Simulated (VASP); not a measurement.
Here is a VASP 6.6.1 calculation.

File INCAR:

```
SYSTEM = C
ALGO = Normal
EDIFF = 1E-7
ENCUT = 520
GGA = CA
ISIF = 2
ISMEAR = -1
LASPH = .True.
LCHARG = .True.
LELF = .True.
LREAL = .False.
LVHAR = .True.
LWAVE = .False.
NBANDS = 8
NELM = 80
PREC = Accurate
SIGMA = 0.1
```

Contents of KPOINTS:

```
k-points
0
Gamma
  29 29 29
  0 0 0
```

The input POSCAR:

```
C
1.0
    0.0000000000      1.5082433350      1.5082433350
    1.5082433350      0.0000000000      1.5082433350
    1.5082433350      1.5082433350      0.0000000000
C
1
Direct
    0.0000000000      0.0000000000      0.0000000000
```

Potentials or basis: VASP PAW LDA potentials, release 64 (C).

Run with:

```bash
$ cat potpaw_LDA.64/C/POTCAR > POTCAR
$ mpirun -np 1 vasp_std > vasp.out
```

Q: Estimate the pressure.

A: 0.2 GPa.

Q: Estimate the band gap on the k mesh.

A: None (metal or under the smearing width).
